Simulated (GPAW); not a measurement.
**A Sb chain with one Pd atom in line: transmission at several levels**

Wanted: the zero-bias transmission of a Sb chain with one Pd atom in line on a ladder of levels, with run times.

Method: GPAW LCAO, PAW setups; Landauer transmission from Green's functions with principal layers (ASE), zero bias, in GPAW 26.7.0.

Report form: the programs' logs are mostly left out.

## (1) The starting structure

The cell holds 9 atoms: 8 Sb and 1 Pd. Its edges and angles: a = 9.000 Å, b = 9.000 Å, c = 24.473 Å, α = 90.0°, β = 90.0°, γ = 90.0°. Regions: left lead, 4 atoms (4 Sb); channel, 1 atom (1 Pd); right lead, 4 atoms (4 Sb). Vacuum lies along a and b. The structure is stacked along c, and the current runs across the ab planes.

## (2) Double-zeta polarised basis

The script solves lead and junction separately, takes H and S in the orbital basis, and joins semi-infinite leads through their self-energies; the dzp basis is the working standard.

File run.py:

```python
import json
import numpy as np
from ase import Atoms
from ase.transport.calculators import TransportCalculator
from gpaw import GPAW, FermiDirac
from gpaw.lcao.tools import get_lcao_hamiltonian
from scipy.linalg import eigh

# The junction with lead layers at both ends, along the third cell vector
device = Atoms(
    ['Sb', 'Sb', 'Sb', 'Sb', 'Pd', 'Sb', 'Sb', 'Sb', 'Sb'],
    positions=[
        [4.50000, 4.50000, 1.37500],
        [4.50000, 4.50000, 4.12500],
        [4.50000, 4.50000, 6.87500],
        [4.50000, 4.50000, 9.62500],
        [4.50000, 4.50000, 12.23650],
        [4.50000, 4.50000, 14.84800],
        [4.50000, 4.50000, 17.59800],
        [4.50000, 4.50000, 20.34800],
        [4.50000, 4.50000, 23.09800]],
    cell=[[9.0, 0.0, 0.0], [0.0, 9.0, 0.0], [0.0, 0.0, 24.473]],
    pbc=True)

# One principal layer of the lead: the first 2 atoms of the device
lead = Atoms(
    ['Sb', 'Sb'],
    positions=[
        [4.50000, 4.50000, 1.37500],
        [4.50000, 4.50000, 4.12500]],
    cell=[[9.0, 0.0, 0.0], [0.0, 9.0, 0.0], [0.0, 0.0, 5.5]],
    pbc=True)

settings = dict(mode='lcao', basis='dzp', xc='PBE', h=0.2,
                occupations=FermiDirac(0.1), maxiter=250,
                mixer=dict(beta=0.1, nmaxold=8, weight=100.0),
                convergence=dict(density=0.0001))
energies = np.arange(-2, 2 + 1e-9, 0.05)
eta = 0.0001
n1, n2 = 1, 1
# k and -k transmit alike, so half of the mesh across the current serves
mesh = [(i, j) for i in range(n1) for j in range(n2) if (i, j) <= (-i % n1, -j % n2)]
weights = np.array([1 if (i, j) == (-i % n1, -j % n2) else 2 for i, j in mesh]) / (n1 * n2)

# [... helper functions left out ...]
fermi_lead = ground_state(lead, (1, 1, 20), 'lead.txt')
fermi_device = ground_state(device, (1, 1, 3), 'device.txt')
# [... loop over the mesh left out, but for ...]
        # Shift the lead onto the potential of the device's first layer
        shift = ((H[:, 0, 0] - H0[:, 0, 0]) / S0[0, 0]).real.mean()
# [...]
kT = 8.617333e-5 * 300
bias = [0.1, 0.2, 0.5, 1.0, 1.5, 2.0]
# [... integrals and printing left out ...]
```

On the command line:

```sh
> OMP_NUM_THREADS=1 OPENBLAS_NUM_THREADS=1 python run.py
```

The job ended after 54 s (1 thread of Arm Neoverse N1, shared host; peak memory 0.85 GiB).

This step gave:

- conductance: 1.376 G₀
- thermopower: -1.748 μV/K
- largest coupling past the next principal layer: 7.84e-5 eV
- largest misfit of the first principal layer: 0.05066 eV
- shift that aligns the lead: -0.06075 eV
- basis functions of the junction: 211
- basis functions of a principal layer: 46
- transmission at the Fermi level (one spin): 1.377

One spin. Table of transmission, zone mean by energy, zero at the Fermi level:

energy (eV), transmission, zone mean and a bar from the least value:
```
    -2.00       0.96 ###########
    -1.90       0.97 ###########
    -1.80       0.99 ###########
    -1.70       1.00 ############
    -1.55       1.22 ##################
    -1.45       1.47 #########################
    -1.35       1.63 #############################
    -1.25       1.67 ##############################
    -1.15       1.63 #############################
    -1.05       1.53 ##########################
    -0.90       1.33 #####################
    -0.80       1.22 ##################
    -0.70       1.15 ################
    -0.60       1.13 ###############
    -0.50       1.15 ################
    -0.40       1.19 #################
    -0.25       1.27 ###################
    -0.15       1.32 ####################
    -0.05       1.36 ######################
     0.00       1.38 ######################
     0.05       1.39 ######################
     0.15       1.42 #######################
     0.25       1.44 ########################
     0.40       1.46 ########################
     0.50       1.47 ########################
     0.60       1.47 #########################
     0.70       1.46 ########################
     0.80       1.45 ########################
     0.90       1.44 ########################
     1.05       1.40 #######################
     1.15       1.36 ######################
     1.25       1.32 #####################
     1.35       1.28 ###################
     1.45       1.22 ##################
     1.55       1.15 ################
     1.70       1.02 ############
     1.80       0.88 ########
     1.90       0.66 ##
     2.00       0.57
```

Not self-consistent under bias; the bias window is split evenly. Current through one cell, from the zero-bias transmission against bias:

```csv
bias (V),"current through one cell, from the zero-bias transmission (μA)"
0.100,10.7
0.200,21.3
0.500,53.0
1.000,105
1.500,155
2.000,208
```

Transmission of the three most open eigenchannels against energy, zero at the Fermi level:

```csv
energy (eV),channel 1,channel 2,channel 3
-2.00,0.957,0,0
-1.90,0.973,0,0
-1.80,0.986,7.9e-12,7.9e-12
-1.70,0.996,6.0e-10,6.0e-10
-1.55,0.998,0.114,0.114
-1.45,0.984,0.245,0.245
-1.35,0.950,0.339,0.339
-1.25,0.888,0.390,0.390
-1.15,0.788,0.419,0.419
-1.05,0.646,0.442,0.442
-0.90,0.476,0.476,0.381
-0.80,0.502,0.502,0.213
-0.70,0.528,0.528,0.0888
-0.60,0.553,0.553,0.0202
-0.50,0.574,0.574,1.9e-5
-0.40,0.590,0.590,0.0125
-0.25,0.605,0.605,0.0621
-0.15,0.608,0.608,0.102
-0.05,0.608,0.608,0.143
0.00,0.607,0.607,0.163
0.05,0.605,0.605,0.182
0.15,0.600,0.600,0.218
0.25,0.594,0.594,0.250
0.40,0.582,0.582,0.294
0.50,0.572,0.572,0.321
0.60,0.561,0.561,0.345
0.70,0.548,0.548,0.367
0.80,0.533,0.533,0.388
0.90,0.515,0.515,0.407
1.05,0.482,0.482,0.434
1.15,0.457,0.457,0.451
1.25,0.467,0.428,0.428
1.35,0.482,0.396,0.396
1.45,0.497,0.361,0.361
1.55,0.511,0.320,0.320
1.70,0.532,0.243,0.243
1.80,0.545,0.167,0.167
1.90,0.558,0.0486,0.0486
2.00,0.572,1.0e-9,1.0e-9
```

Couplings past the next layer reach 7.8e-5 eV, small enough to drop; the matrix elements of the cell's first layer differ from the bulk lead's by up to 0.051 eV. That layer keeps its own values in the calculation, and only beyond it is the lead taken as perfect. The Fermi levels of lead and junction count from different zeros of potential, one for each periodic cell; with both set to zero, the small remaining shift is what aligns them. By hand: G = 1.376 × 77.48 μS = 107 μS, a resistance of 9.38 kΩ; at 0.1 V a linear junction would pass 10.7 μA, and the integral over the bias window gives 10.7 μA. Mott's formula, S = -(π²/3)(k_B²T/e) d ln T/dE, has the prefactor 7.33 μV/K·eV at 300 K; T = 1.359 at -0.05 eV and 1.392 at 0.05 eV give a slope of 0.238 per eV and S = -1.74 μV/K, beside -1.75 μV/K from the thermal integral, which interpolates the same grid.

## (3) GPAW, szp: basis = "szp(dzp)"

The second zeta is dropped, the polarisation orbitals stay.

Edit run.py of step 2 so:

```diff
@@ -33,3 +33,3 @@
 
-settings = dict(mode='lcao', basis='dzp', xc='PBE', h=0.2,
+settings = dict(mode='lcao', basis='szp(dzp)', xc='PBE', h=0.2,
                 occupations=FermiDirac(0.1), maxiter=250,
```

Elapsed: 57 s, on 1 thread; peak memory 0.83 GiB.

This step gave:

- conductance: 1.177 G₀
- thermopower: -1.890 μV/K
- largest coupling past the next principal layer: 7.83e-5 eV
- largest misfit of the first principal layer: 0.04801 eV
- shift that aligns the lead: -0.06447 eV
- basis functions of the junction: 127
- basis functions of a principal layer: 28
- transmission at the Fermi level (one spin): 1.178

One spin. Transmission, zone mean against energy, zero at the Fermi level:

```csv
energy (eV),"transmission, zone mean"
-2.00,0.989
-1.85,0.999
-1.70,0.995
-1.60,1.04
-1.45,1.27
-1.30,1.37
-1.15,1.29
-1.05,1.19
-0.90,1.03
-0.75,0.938
-0.60,0.932
-0.50,0.963
-0.35,1.03
-0.20,1.10
-0.05,1.16
0.00,1.18
0.05,1.19
0.20,1.23
0.35,1.25
0.50,1.26
0.55,1.26
0.60,1.26
0.75,1.25
0.90,1.22
1.05,1.19
1.15,1.15
1.30,1.10
1.45,1.03
1.60,0.950
1.70,0.877
1.85,0.691
2.00,0.526
```

Not self-consistent under bias; the bias window is split evenly. Current through one cell, from the zero-bias transmission against bias:

```csv
bias (V),"current through one cell, from the zero-bias transmission (μA)"
0.100,9.12
0.200,18.2
0.500,45.3
1.000,89.3
1.500,132
2.000,175
```

The transmission of the three most open eigenchannels by energy, zero at the Fermi level:

```csv
energy (eV),channel 1,channel 2,channel 3
-2.000,0.989,0,0
-1.800,0.999,4.2e-12,4.2e-12
-1.600,0.980,0.0303,0.0303
-1.400,0.898,0.215,0.215
-1.200,0.714,0.309,0.309
-1.000,0.430,0.351,0.351
-0.800,0.401,0.401,0.157
-0.600,0.457,0.457,0.0180
-0.400,0.501,0.501,0.00622
-0.200,0.524,0.524,0.0553
0.000,0.529,0.529,0.120
0.200,0.521,0.521,0.184
0.400,0.506,0.506,0.240
0.600,0.484,0.484,0.289
0.800,0.454,0.454,0.333
1.000,0.414,0.414,0.371
1.200,0.407,0.365,0.365
1.400,0.440,0.308,0.308
1.600,0.471,0.240,0.240
1.800,0.500,0.135,0.135
2.000,0.526,6.0e-10,6.0e-10
```

The conductance, 1.18 G₀, lies 14 % below that of the dzp run.

## (4) Minimal basis

One function for each valence shell of the setup, as for a first survey of a large system.

Edit run.py of step 3 so:

```diff
@@ -33,3 +33,3 @@
 
-settings = dict(mode='lcao', basis='szp(dzp)', xc='PBE', h=0.2,
+settings = dict(mode='lcao', basis='sz(dzp)', xc='PBE', h=0.2,
                 occupations=FermiDirac(0.1), maxiter=250,
```

Elapsed: 40 s, on 1 thread; peak memory 0.79 GiB.

Numbers from this step:

| Property | Result |
| --- | --- |
| conductance | 1.268 G₀ |
| thermopower | -1.968 μV/K |
| largest coupling past the next principal layer | 7.89e-5 eV |
| largest misfit of the first principal layer | 0.04481 eV |
| shift that aligns the lead | -0.08102 eV |
| basis functions of the junction | 84 |
| basis functions of a principal layer | 18 |
| transmission at the Fermi level (one spin) | 1.268 |

The conductance, 1.27 G₀, lies 7.8 % below that of the dzp run.

## (5) LDA in the dzp basis: xc = "LDA"

Back in the dzp basis, the functional changes from PBE to LDA, to set the spread between functionals beside that between bases.

Edit run.py of step 4 so:

```diff
@@ -33,3 +33,3 @@
 
-settings = dict(mode='lcao', basis='sz(dzp)', xc='PBE', h=0.2,
+settings = dict(mode='lcao', basis='dzp', xc='LDA', h=0.2,
                 occupations=FermiDirac(0.1), maxiter=250,
```

It took 45 s on 1 thread; peak memory 0.85 GiB.

This step gave:

- conductance: 1.424 G₀
- thermopower: -1.865 μV/K
- largest coupling past the next principal layer: 7.80e-5 eV
- largest misfit of the first principal layer: 0.04372 eV
- shift that aligns the lead: -0.04750 eV
- basis functions of the junction: 211
- basis functions of a principal layer: 46
- transmission at the Fermi level (one spin): 1.426

The conductance, 1.42 G₀, lies 3.5 % above that of the dzp run.

## (6) Cost and result by level

Times are for 1 thread of Arm Neoverse N1, shared host. Results by setting:

```csv
no.,run,conductance (G₀),time,memory (GiB)
1,dzp,1.376,54 s,0.85
2,szp,1.177,57 s,0.83
3,sz,1.268,40 s,0.79
4,dzp LDA,1.424,45 s,0.85
```

## (7) The levels side by side

The curves are compared point by point over the common energies.

This step: comparison of transmission and cost over codes and levels (GPAW 26.7.0).

Ladder, by row:

```csv
step,code,T at the Fermi level (sum over the listed spins),conductance (G0),r.m.s. T(E) from the first,wall time (s),peak memory (GiB),threads
dzp,GPAW,1.377,1.376,0,53.64,0.85,1
szp,GPAW,1.178,1.177,0.2029,56.51,0.83,1
sz,GPAW,1.268,1.268,0.131,39.78,0.79,1
dzp-LDA,GPAW,1.426,1.424,0.04272,45.45,0.85,1
```

Transmission, zone mean, sum over the listed spins against energy, zero at the Fermi level:

```csv
energy (eV),dzp,szp,sz,dzp-LDA
-2.0000,0.957,0.989,0.962,0.955
-1.7500,0.992,0.998,1.06,0.988
-1.5000,1.36,1.19,1.60,1.30
-1.3500,1.63,1.36,1.69,1.59
-1.3000,1.66,1.37,1.68,1.64
-1.2500,1.67,1.36,1.65,1.67
-1.2000,1.66,1.33,1.61,1.67
-1.0000,1.47,1.13,1.36,1.54
-0.7500,1.17,0.938,1.09,1.22
-0.5000,1.15,0.963,1.07,1.16
-0.2500,1.27,1.08,1.17,1.30
0.0000,1.38,1.18,1.27,1.43
0.2500,1.44,1.23,1.34,1.49
0.5000,1.47,1.26,1.37,1.51
0.5500,1.47,1.26,1.38,1.51
0.6000,1.47,1.26,1.38,1.51
0.7500,1.46,1.25,1.36,1.50
1.0000,1.41,1.20,1.28,1.46
1.2500,1.32,1.12,1.14,1.38
1.5000,1.19,1.01,0.994,1.24
1.7500,0.956,0.829,0.788,0.981
2.0000,0.572,0.526,0.549,0.582
```

## (8) Broadening 1e-05, density threshold 0.01

The broadening keeps the Green's functions finite; too large a value absorbs electrons where channels are open and leaks them where none are. The Hamiltonian is taken from the last density. The density threshold is one of the tests that end the cycle; the energy must settle too, so a loose value may not be the test that decides.

This step: GPAW LCAO, PAW setups; Landauer transmission from Green's functions with principal layers (ASE), zero bias (GPAW 26.7.0).

Edit run.py of step 5 so:

```diff
@@ -33,8 +33,8 @@
 
-settings = dict(mode='lcao', basis='dzp', xc='LDA', h=0.2,
+settings = dict(mode='lcao', basis='dzp', xc='PBE', h=0.2,
                 occupations=FermiDirac(0.1), maxiter=250,
                 mixer=dict(beta=0.1, nmaxold=8, weight=100.0),
-                convergence=dict(density=0.0001))
+                convergence=dict(density=0.01))
 energies = np.arange(-2, 2 + 1e-9, 0.05)
-eta = 0.0001
+eta = 1e-05
 n1, n2 = 1, 1
```

It took 45 s on 1 thread; peak memory 0.85 GiB.

The run finished with changed settings (eta = 1e-05 and conv = 0.01); it serves as a test.

The two runs compared:

```csv
quantity,this run,sound run,difference
conductance (G₀),1.3698,1.3756,-0.00577
thermopower (μV/K),-1.5338,-1.7484,0.215
largest coupling past the next principal layer (eV),7.838e-5,7.838e-5,-9.4e-10
largest misfit of the first principal layer (eV),0.067423,0.050659,0.0168
shift that aligns the lead (eV),-0.055514,-0.060748,0.00523
transmission at the Fermi level (one spin),1.3705,1.3765,-0.00604
```

The two runs differ clearly in the thermopower: -1.53 μV/K against -1.75 μV/K.

## (9) Density threshold 0.001: conv = 0.001

The Hamiltonian is taken from the last density. The density threshold is one of the tests that end the cycle; the energy must settle too, so a loose value may not be the test that decides.

Edit run.py of step 8 so:

```diff
@@ -36,5 +36,5 @@
                 mixer=dict(beta=0.1, nmaxold=8, weight=100.0),
-                convergence=dict(density=0.01))
+                convergence=dict(density=0.001))
 energies = np.arange(-2, 2 + 1e-9, 0.05)
-eta = 1e-05
+eta = 0.0001
 n1, n2 = 1, 1
```

Elapsed: 50 s, on 1 thread; peak memory 0.85 GiB.

Numbers from this step:

| Property | Result |
| --- | --- |
| conductance | 1.377 G₀ |
| thermopower | -1.753 μV/K |
| largest coupling past the next principal layer | 7.84e-5 eV |
| largest misfit of the first principal layer | 0.04913 eV |
| shift that aligns the lead | -0.06249 eV |
| transmission at the Fermi level (one spin) | 1.378 |

One spin. Table of transmission, zone mean by energy, zero at the Fermi level:

```csv
energy (eV),"transmission, zone mean"
-2.00,0.956
-1.90,0.972
-1.80,0.986
-1.70,0.996
-1.55,1.22
-1.45,1.47
-1.35,1.63
-1.25,1.68
-1.15,1.64
-1.05,1.54
-0.90,1.34
-0.80,1.22
-0.70,1.15
-0.60,1.13
-0.50,1.15
-0.40,1.19
-0.25,1.27
-0.15,1.32
-0.05,1.36
0.00,1.38
0.05,1.39
0.15,1.42
0.25,1.44
0.40,1.46
0.50,1.47
0.60,1.47
0.70,1.46
0.80,1.45
0.90,1.44
1.05,1.40
1.15,1.36
1.25,1.32
1.35,1.27
1.45,1.22
1.55,1.15
1.70,1.02
1.80,0.884
1.90,0.653
2.00,0.572
```

Not self-consistent under bias; the bias window is split evenly. Current through one cell, from the zero-bias transmission against bias:

```csv
bias (V),"current through one cell, from the zero-bias transmission (μA)"
0.100,10.7
0.200,21.3
0.500,53.1
1.000,105
1.500,155
2.000,209
```

Table of transmission of the three most open eigenchannels by energy, zero at the Fermi level:

```csv
energy (eV),channel 1,channel 2,channel 3
-2.00,0.956,0,0
-1.85,0.979,2.1e-12,2.1e-12
-1.70,0.996,6.5e-10,6.5e-10
-1.60,0.999,0.0504,0.0504
-1.45,0.985,0.245,0.245
-1.30,0.925,0.372,0.372
-1.15,0.792,0.423,0.423
-1.05,0.651,0.444,0.444
-0.90,0.478,0.478,0.386
-0.75,0.516,0.516,0.147
-0.60,0.554,0.554,0.0212
-0.50,0.575,0.575,5.3e-5
-0.35,0.597,0.597,0.0257
-0.20,0.608,0.608,0.0811
-0.05,0.609,0.609,0.142
0.00,0.608,0.608,0.162
0.05,0.606,0.606,0.181
0.20,0.598,0.598,0.234
0.35,0.587,0.587,0.280
0.50,0.573,0.573,0.320
0.60,0.562,0.562,0.344
0.75,0.541,0.541,0.377
0.90,0.514,0.514,0.407
1.05,0.481,0.481,0.434
1.15,0.455,0.455,0.450
1.30,0.474,0.412,0.412
1.45,0.497,0.361,0.361
1.60,0.518,0.298,0.298
1.70,0.532,0.244,0.244
1.85,0.552,0.117,0.117
2.00,0.572,9.7e-10,9.7e-10
```

The conductance equals that of the dzp run to 0.2 %.

## (10) Results

```yaml
conductance: 1.38 G₀
transmission_at_the_fermi_level_mean_of_the_spins: 1.38
thermopower: -1.75 μV/K
```

What this shows: In the dzp basis the junction conducts 1.38 G₀ at 300 K, with T = 1.38 a spin at the Fermi level; the sz basis reaches that conductance within 10 %. At the Fermi level the three most open eigenchannels pass 0.61, 0.61 and 0.16. Measured against the first run (dzp), the nearest curve is that of dzp-LDA (r.m.s. 0.043) and the farthest that of szp (0.20). Over the compared runs wall time goes from 40 s (sz) to 57 s (szp), on a shared host. The geometry was built from estimated bond lengths and not relaxed, so the numbers describe this model structure. The run had no spin polarisation, so a magnetic state, which chains and small molecules with open shells often have, wasn't tested. Spin-orbit coupling is left out, which matters for the heavy atoms here. An evenly spaced straight chain is an idealisation: free chains tend to dimerise, zigzag or, where a band edge lies near the Fermi level, turn magnetic. The currents use the zero-bias T(E) throughout, which holds only while the bias is small against the distance to the nearest feature. The energy step is wider than the thermal energy, so the conductance and thermopower rest on interpolation of T(E).

[Logs are printed without paths, hosts, clocks, repeated set-up lines and the standing remarks that a program may print on its own settings, such as how far it seeks lower states.]

[Hosts, paths, dates, database ids (printed as entryN), source tags and the programs' standing remarks are cut or masked in the printed files.]
